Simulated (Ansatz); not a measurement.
SnTe:

```
CELL_PARAMETERS angstrom
0.00000 3.15085 3.15085
3.15085 0.00000 3.15085
3.15085 3.15085 0.00000
ATOMIC_POSITIONS crystal
Te 0.50000 0.50000 0.50000
Sn 0.00000 0.00000 0.00000
```

Base run:

- Program: Ansatz 0.2.0
- Functional: BLYP
- Potentials or basis: Ansatz PAW
- Cutoff: 420 eV (not typed: the program's choice for these potentials)
- k mesh: 7 × 7 × 7
- Occupations: fermi-dirac, width 0.05 eV
- Spin: no spin polarisation

Its results: pressure 6.1 GPa.

Problem. The run is repeated on the same cell with these changes: functional from BLYP to PBE; k mesh from 7 × 7 × 7 to 4 × 4 × 4. What comes out?

Solution. Pressure 1.8 GPa.

Several settings changed at once, so the effect can't be laid on one alone.

Caveats: some runs use coarse meshes; the PAW data sets come from PBE, with cores solved anew for the run's functional, which leaves a small shift of forces and pressure (some runs).
